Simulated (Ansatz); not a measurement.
# InP: modes against the lattice constant

Theory: Ansatz, DFT LDA, scalar-relativistic, plane waves, PAW. Settings: 420 eV plane-wave cutoff, Γ-centred 14×14×14 mesh, Fermi-Dirac smearing of 0.15 eV. No spin polarisation. Phonons by linear response, acoustic sum rule imposed.

The cell is fixed (symmetry leaves no force on the atoms) and stands under -4.4 GPa:
```
In P
1.0
     0.00000    2.76090    2.76090
     2.76090    0.00000    2.76090
     2.76090    2.76090    0.00000
In P
1 1
Direct
  0.00000 0.00000 0.00000
  0.50000 0.50000 0.50000
```

The cell is the ideal cubic rocksalt prototype; this isn't the usual structure of the compound. In a metal, frequencies and elastic constants depend on the k mesh and the smearing, soft modes and shear constants most.

How do the optical zone-centre modes (counted from the lowest optical one, degenerate ones once; i marks imaginary ones) of this metal change over a = 5.193 and 5.522 Å?

Answers

```tsv
a (Å)	5.193	5.522
pressure (GPa)	15.4	-4.4
mode 1 (cm⁻¹)	250	143
```